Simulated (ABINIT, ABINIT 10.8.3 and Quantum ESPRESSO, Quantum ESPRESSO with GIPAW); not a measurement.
**KF in space group Pm-3m: GIPAW and the converse approach side by side**

Aim: the absolute shielding of each site of KF in space group Pm-3m by linear response (GIPAW) and by the converse method, at several levels, with their costs.

Method: DFT, plane-wave PAW; levels as the steps name them, in ABINIT 10.8.3 and Quantum ESPRESSO with GIPAW.

### 1. Set-up

It takes space group Pm-3m (No. 221, cubic). Conventional cell: a = 3.259 Å, b = 3.259 Å, c = 3.259 Å, α = 90.00°, β = 90.00°, γ = 90.00°. K has 8 F at 2.82 Å nearest. F has 8 K at 2.82 Å nearest. Farther neighbours and most contacts between anions are not listed.

### 2. GIPAW: ground state

GIPAW goes first: it uses the crystal's symmetry and gives all sites in one run, so it is the cheaper road.

A patched development version of Quantum ESPRESSO; PAW files made with ld1.x from the pslibrary 1.0.0 recipes.

File scf.in:

```
&control
  calculation = 'scf'
  prefix = 'x'
  outdir = './tmp/'
  pseudo_dir = './'
/
&system
  ibrav = 0
  nat = 2
  ntyp = 2
  ecutwfc = 55
  ecutrho = 330
  nbnd = 10
/
&electrons
  conv_thr = 1.0d-10
  mixing_beta = 0.7
  electron_maxstep = 100
/
ATOMIC_SPECIES
  K 39.098 K.pbe-spn-kjpaw_psl.1.0.0-gipaw.UPF
  F 18.998 F.pbe-n-kjpaw_psl.1.0.0-gipaw.UPF
CELL_PARAMETERS angstrom
  3.25895500 0.00000000 0.00000000
  0.00000000 3.25895500 0.00000000
  0.00000000 0.00000000 3.25895500
ATOMIC_POSITIONS crystal
  K 0.00000000 0.00000000 0.00000000
  F 0.50000000 0.50000000 0.50000000
K_POINTS automatic
  8 8 8 0 0 0
```

On the command line:

```bash
> mpirun -np 4 pw.x -nk 4 -in scf.in > scf.out
```

Numbers of over 12 decimals in the logs are rounded to 6 here.

Log:

```text
using ibrav=0 with symmetry is DISCOURAGED, use correct ibrav instead

     bravais-lattice index     =            0
     lattice parameter (alat)  =       6.1585  a.u.
     unit-cell volume          =     233.5779 (a.u.)^3
     number of atoms/cell      =            2
     number of atomic types    =            2
     number of electrons       =        16.00
     number of Kohn-Sham states=           10
     kinetic-energy cutoff     =      55.0000  Ry
     charge density cutoff     =     330.0000  Ry
     scf convergence threshold =      1.0E-10
     mixing beta               =       0.7000
     number of iterations used =            8  plain     mixing
     Exchange-correlation= SLA-PW-PBX-PBC
                           (   1   4   3   4   0   0   0)
[...]
K                 9.00    39.09800     K ( 1.00)
     F                 7.00    18.99800     F ( 1.00)

     48 Sym. Ops., with inversion, found
[...]
number of k points=    35
[...]
Dense  grid:    23703 G-vectors     FFT dimensions: (  36,  36,  36)

     Smooth grid:    12965 G-vectors     FFT dimensions: (  30,  30,  30)

     Check: negative core charge=   -0.000003

     Initial potential from superposition of free atoms

     starting charge      15.9812, renormalised to      16.0000
     Starting wfcs are   12 randomized atomic wfcs

     Self-consistent Calculation

     iteration #  1     ecut=    55.00 Ry     beta= 0.70
     Davidson diagonalization with overlap
     ethr =  1.00E-02,  avg # of iterations =  5.5

     total energy              =    -172.46791006 Ry
     estimated scf accuracy    <       0.27283180 Ry

     iteration #  2     ecut=    55.00 Ry     beta= 0.70
     Davidson diagonalization with overlap
     ethr =  1.71E-03,  avg # of iterations =  3.4

     total energy              =    -172.51398613 Ry
     estimated scf accuracy    <       0.42264682 Ry

     iteration #  3     ecut=    55.00 Ry     beta= 0.70
     Davidson diagonalization with overlap
     ethr =  1.71E-03,  avg # of iterations =  2.1

     total energy              =    -172.59999532 Ry
     estimated scf accuracy    <       0.00207544 Ry

[...]
c_bands: 1 eigenvalues not converged on the other pools
[...]
total energy              =    -172.60115031 Ry
[...]
iteration # 11     ecut=    55.00 Ry     beta= 0.70
     Davidson diagonalization with overlap
     ethr =  1.33E-11,  avg # of iterations =  2.0

     total energy              =    -172.60115031 Ry
     estimated scf accuracy    <          2.1E-10 Ry

     iteration # 12     ecut=    55.00 Ry     beta= 0.70
     Davidson diagonalization with overlap
     ethr =  1.33E-12,  avg # of iterations =  2.7

     The highest empty levels of an scf can be off by 1 eV or more

     End of self-consistent calculation
     [one-electron energies left out]

     highest occupied, lowest unoccupied level (ev):     2.7377    9.0037

!    total energy              =    -172.60115031 Ry
     total all-electron energy =     -1404.252579 Ry
     estimated scf accuracy    <          1.5E-11 Ry

     The total energy is the sum of the following terms:
     one-electron contribution =     -34.91701900 Ry
     hartree contribution      =      26.18921814 Ry
     xc contribution           =     -20.98002937 Ry
     ewald contribution        =     -76.29944504 Ry
     one-center paw contrib.   =     -66.59387504 Ry

     convergence has been achieved in  12 iterations
[...]
JOB DONE.
```

Wall time 4.9 s (4 MPI ranks of Arm Neoverse V2, shared host); peak memory 0.38 GiB.

### 3. GIPAW: response

File nmr.in:

```
&inputgipaw
  job = 'nmr'
  prefix = 'x'
  tmp_dir = './tmp/'
  restart_mode = 'from_scratch'
  verbosity = 'low'
  q_gipaw = 0.01
  spline_ps = .true.
  conv_threshold = 1.0d-14
  use_nmr_macroscopic_shape = .false.
  pawproj(1) = .true.
  pawproj(2) = .true.
/
```

On the command line:

```bash
> mpirun -np 4 gipaw.x -in nmr.in > nmr.out
```

Log:

```text
[banner, memory and clock lines left out]
[a note of our patched build left out]

     Parallelizing q-star over 1 images

     IMPORTANT: XC functional enforced from input :
     Exchange-correlation= PBE
                           (   1   4   3   4   0   0   0)
     Any further DFT definition will be discarded
     Please, verify this is what you really want

     Check: negative core charge=   -0.000003
[...]
projs nearly linearly dependent: l=0  n1,n2= 1, 2  s=  0.99585241
[...]
alpha_pv=     54.0202 eV

     spline_ps is .false., expect some extrapolation errors

     q-space interpolation up to    66.00 Rydberg

     GIPAW job: nmr
     NMR macroscopic correction: no
[...]
Computing the magnetic susceptibility     isolve=0    ethr=  0.1000E-13
     Starting from scratch
     k-point #    1 of    35      pool #  1    cpu time:       0.5
[...]
ATTENTION: ik=   5  ibnd= 10  eigenvalues differ too much!
        13.5990     12.0958
     ATTENTION: ik=   5  ibnd= 10  eigenvalues differ too much!
        13.5990     12.0970
     ATTENTION: ik=   5  ibnd= 10  eigenvalues differ too much!
        13.5990     12.0970
     ATTENTION: ik=   5  ibnd= 10  eigenvalues differ too much!
        13.5990     12.0970
     ATTENTION: ik=   5  ibnd= 10  eigenvalues differ too much!
        13.5990     12.0970
     ATTENTION: ik=   5  ibnd= 10  eigenvalues differ too much!
        13.5990     12.0920
     ATTENTION: ik=   5  ibnd= 10  eigenvalues differ too much!
        13.5990     12.0920
[...]
ATTENTION: ik=  19  ibnd= 10  eigenvalues differ too much!
        12.8865     12.4954
     ATTENTION: ik=  19  ibnd= 10  eigenvalues differ too much!
        12.8865     12.5517
     ATTENTION: ik=  19  ibnd= 10  eigenvalues differ too much!
        12.8865     12.4847
     ATTENTION: ik=  19  ibnd= 10  eigenvalues differ too much!
        12.8865     12.5517
     ATTENTION: ik=  19  ibnd= 10  eigenvalues differ too much!
        12.8865     12.4847
     ATTENTION: ik=  19  ibnd= 10  eigenvalues differ too much!
        12.8865     12.4878
     ATTENTION: ik=  19  ibnd= 10  eigenvalues differ too much!
        12.8865     12.4878
[...]
End of magnetic susceptibility calculation

     f-sum rule (1st term):
           -15.3566          0.0000          0.0000
             0.0000        -15.3566          0.0000
             0.0000          0.0000        -15.3566

     f-sum rule (2nd term):
            -0.4524          0.0000          0.0000
             0.0000         -0.4524          0.0000
             0.0000          0.0000         -0.4524

     f-sum rule (should be   -15.8055):
           -15.8091          0.0000          0.0000
             0.0000        -15.8091          0.0000
             0.0000          0.0000        -15.8091

[... susceptibilities left out ...]
     Contributions to the NMR chemical shifts: -------------------------------

     Macroscopic shape contribution in ppm:                    0.00
             0.0000          0.0000          0.0000
             0.0000          0.0000          0.0000
             0.0000          0.0000          0.0000

     Core contribution in ppm:

     Atom  1  K   pos: (  0.000000  0.000000  0.000000)  core sigma:        1193.41
     Atom  2  F   pos: (  0.500000  0.500000  0.500000)  core sigma:         306.42

     Bare contribution in ppm:

     Atom  1  K   pos: (  0.000000  0.000000  0.000000)  bare sigma:         118.87
[...]
Atom  2  F   pos: (  0.500000  0.500000  0.500000)  bare sigma:          87.44
[...]
Diamagnetic contribution in ppm:

     Atom  1  K   pos: (  0.000000  0.000000  0.000000)  dia sigma:          -4.07
[...]
Atom  2  F   pos: (  0.500000  0.500000  0.500000)  dia sigma:          42.84
[...]
Paramagnetic contribution in ppm:

     Atom  1  K   pos: (  0.000000  0.000000  0.000000)  para sigma:        -225.01
[...]
Atom  2  F   pos: (  0.500000  0.500000  0.500000)  para sigma:         164.53
[...]
Paramagnetic US occ-occ contribution in ppm:

     Atom  1  K   pos: (  0.000000  0.000000  0.000000)  para_oo sigma:          -0.94
[...]
Atom  2  F   pos: (  0.500000  0.500000  0.500000)  para_oo sigma:           0.65
[...]
Paramagnetic US L_R Q_R contribution in ppm:

     Atom  1  K   pos: (  0.000000  0.000000  0.000000)  para_lq sigma:         104.97
[...]
Atom  2  F   pos: (  0.500000  0.500000  0.500000)  para_lq sigma:        -317.22
[...]
Total NMR chemical shifts in ppm: ---------------------------------------
     (adopting the Simpson convention for anisotropy and asymmetry)-----------

     Atom  1  K   pos: (  0.000000  0.000000  0.000000)  Total sigma:        1187.24
[...]
K       1    anisotropy:      0.00    eta:    0.0000
[...]
Atom  2  F   pos: (  0.500000  0.500000  0.500000)  Total sigma:         284.65
[...]
F       2    anisotropy:      0.00    eta:    0.0000
[...]
```

Elapsed: 45 s, on 4 MPI ranks; peak memory 0.24 GiB; 3 min of CPU time.

(Part 1 of 2 ends here.)

[Banner, clock, file and dataset-listing lines were taken out of the logs.]

[Logs are printed without paths, hosts, clocks, repeated set-up lines and the standing remarks that a program may print on its own settings, such as how far it seeks lower states.]

[Hosts, paths, dates, database ids (printed as entryN), source tags and the programs' standing remarks are cut or masked in the printed files.]
